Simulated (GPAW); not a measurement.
Here is a GPAW 26.7.0 calculation.

The input run.py:

```python
import numpy as np
from ase import Atoms
from ase.dft.bandgap import bandgap
from ase.io import write
from gpaw import GPAW, PW
from gpaw.response.df import DielectricFunction

atoms = Atoms(['Te', 'Be'],
              cell=[[0.0, 2.8064515486, 2.8064515486],
                    [2.8064515486, 0.0, 2.8064515486],
                    [2.8064515486, 2.8064515486, 0.0]],
              scaled_positions=[[0.75, 0.75, 0.75],
                                [0.0, 0.0, 0.0]],
              pbc=True)

calc = GPAW(mode=PW(650),
            xc='PBE',
            kpts={'size': (7, 7, 7), 'gamma': True},
            occupations={'name': 'fermi-dirac', 'width': 0.001},
            nbands=11,
            convergence={'density': 1e-06},
            maxiter=150,
            txt='gpaw.txt')
atoms.calc = calc
energy = atoms.get_potential_energy()
calc.write('gs.gpw')
write('result.traj', atoms)
print(f'Energy: {energy:.6f} eV')
print('Fermi level:', round(calc.get_fermi_level(), 4), 'eV')
print(f'Gap: {bandgap(calc)[0]:.4f} eV, direct: {bandgap(calc, direct=True)[0]:.4f} eV')

for size in [(21, 21, 21)]:
    name = 'x'.join(str(n) for n in size)
    dense = calc.fixed_density(kpts={'size': size, 'gamma': True},
                               nbands=30, convergence={'bands': 24, 'eigenstates': 1e-7},
                               update_fermi_level=True, txt=f'dense-{name}.txt')
    dense.write(f'{name}.gpw', mode='all')
    df = DielectricFunction(f'{name}.gpw', frequencies=np.array([0.0]), hilbert=False, eta=0.001,
                            ecut=80, nbands=24, intraband=False, txt=f'df-{name}.txt')
    for xc in ['RPA']:
        for direction in ['x', 'y', 'z', [0, 1, 1], [1, 0, 1], [1, 1, 0]]:
            e0, e = df.get_macroscopic_dielectric_constant(xc=xc, direction=direction)
            print(f'{name} {xc} {direction}: {e0:.4f} without, {e:.4f} with local fields')
```

Potentials or basis: GPAW PAW data sets (gpaw-data 1.2.1), pw.

Launch:

```bash
$ OMP_NUM_THREADS=1 python run.py
```

Task: What does it give for the electronic dielectric tensor (diagonal)?

Result: 6.76.

Task: Predict the band gap on the k mesh.

Result: 2.01 eV, indirect (least direct gap 3.62 eV).

Electronic dielectric tensor:
```
6.76 0.00 0.00
0.00 6.76 0.00
0.00 0.00 6.76
```

Caveat: the long-wavelength limit can be off by a per cent or two; spin-orbit coupling is left out, which moves the levels of the heavy elements; an odd mesh through Γ misses points on the zone boundary, where band edges often lie.
